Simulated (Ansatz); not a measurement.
# TiB2: the cost of one run

Program: Ansatz 0.2.0. Level of theory: DFT PBE, scalar-relativistic, plane waves, PAW, unless a step names another level. These are calculated values, not measurements.

5 further runs of the same task are left out: 5 set aside as unsound or not needed.

### 1 The structure to begin with

Symmetry: P6/mmm, No. 191, hexagonal system. Conventional cell: a = 3.032 Å, b = 3.032 Å, c = 3.224 Å, α = 90.00°, β = 90.00°, γ = 120.00°. Around Ti (site symmetry 6/mmm) lie 12 B at 2.38 Å. B (site symmetry -6m2) has 3 B at 1.75 Å and 6 Ti at 2.38 Å as nearest neighbours.

As a file:

```
CELL_PARAMETERS angstrom
3.03174 0.00000 0.00000
-1.51587 2.62556 0.00000
0.00000 0.00000 3.22443
ATOMIC_POSITIONS crystal
Ti 0.00000 0.00000 0.00000
B 0.33333 0.66667 0.50000
B 0.66667 0.33333 0.50000
```

It came out lowest among 22 distinct ends of the trial cells. At a tolerance of 0.05 Å it has space group P6/mmm (No. 191).

### 2 A stricter relaxation, on the response runs' mesh and smearing

Contents of input.yaml:

```yaml
crystal:
  lattice:
    - [3.0317364172, 0.0, 0.0]
    - [-1.5158682086, 2.6255607549, 0.0]
    - [0.0, 0.0, 3.224432808]
  atoms:
    - { symbol: Ti, position: [0.0, 0.0, 0.0] }
    - { symbol: B, position: [0.3333333333, 0.6666666667, 0.5] }
    - { symbol: B, position: [0.6666666667, 0.3333333333, 0.5] }
basis:
  ecutwfc: 420
kpoints:
  mp_grid: { grid: [12, 12, 12] }
hamiltonian:
  xc: pbe
scf:
  occupations: { method: gaussian, width: 0.1 }
output:
  forces: true
  stress: true
  eigenvalues: true
relax:
  adjacent_minimum: "off"
  f_tol: 0.001
  max_steps: 60
  cell: { stress_tol: 0.01 }
```

Run with:

```console
$ ansatz run input.yaml --threads 3 --pin off --max-ram 7680MiB --backend cpu --events-out ev --progress --plain --runs-dir out
```

Q: Estimate wall time and peak memory on 3 threads of Arm Neoverse V1, shared host.

About 3.8 s, with a peak of 0.35 GiB.
